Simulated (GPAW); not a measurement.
Set up this calculation in GPAW 26.7.0, as an ASE script.

| Quantity | Value |
| --- | --- |
| Task | single point |
| Functional | LDA |
| Potentials or basis | the program's PAW data sets (release 1.2.1) made for this functional |
| Cutoff | 450 eV |
| Basis | pw |
| k mesh | 6 × 6 × 3 |
| Occupations | fermi-dirac, width 0.05 eV |
| Spin | no spin polarisation |
| Maxiter | 120 |
| Convergence | default |

The system is Cl.

```
CELL_PARAMETERS angstrom
3.14500 -2.25000 0.00000
3.14500 2.25000 0.00000
0.00000 0.00000 8.21000
ATOMIC_POSITIONS crystal
Cl 0.37000 0.63000 0.40000
Cl 0.13000 0.87000 0.90000
Cl 0.63000 0.37000 0.60000
Cl 0.87000 0.13000 0.10000
```

These files were run (other wordings do the same):

run.py

```python
from ase import Atoms
from ase.dft.bandgap import bandgap
from ase.io import write
from ase.units import GPa
from gpaw import GPAW, PW

atoms = Atoms(['Cl', 'Cl', 'Cl', 'Cl'],
              cell=[[3.145, -2.25, 0.0],
                    [3.145, 2.25, 0.0],
                    [0.0, 0.0, 8.21]],
              scaled_positions=[[0.37, 0.63, 0.4],
                                [0.13, 0.87, 0.9],
                                [0.63, 0.37, 0.6],
                                [0.87, 0.13, 0.1]],
              pbc=True)

calc = GPAW(mode=PW(450),
            xc='LDA',
            kpts={'size': (6, 6, 3), 'gamma': True},
            occupations={'name': 'fermi-dirac', 'width': 0.05},
            nbands=26,
            maxiter=120,
            txt='gpaw.txt')
atoms.calc = calc
energy = atoms.get_potential_energy()
forces = atoms.get_forces()
stress = atoms.get_stress()
calc.write('gs.gpw')
write('result.traj', atoms)
print(f'Energy: {energy:.6f} eV')
print('Forces (eV/A):')
print(forces.round(4))
print('Stress (GPa):', (stress / GPa).round(3))
print('Fermi level:', round(calc.get_fermi_level(), 4), 'eV')
print(f'Gap: {bandgap(calc)[0]:.4f} eV, direct: {bandgap(calc, direct=True)[0]:.4f} eV')
```

Potentials or basis: the program's PAW data sets (release 1.2.1) made for this functional, pw.

The run is started by

```sh
$ OMP_NUM_THREADS=1 python run.py
```

Results of the run:

| Quantity | Value |
| --- | --- |
| Pressure | -2.6 GPa |
| Largest force | 0.140 eV/Å |
| Band gap on the k mesh | 2.33 eV, indirect (least direct gap 2.39 eV) |

Caveat: the cutoff is short for stress and forces, so pressures can be off by a GPa or more; an odd mesh through Γ misses points on the zone boundary, where band edges often lie.

Wall time 24 s on 1 thread of Arm Neoverse V2, on a shared host, peak memory 0.19 GiB.
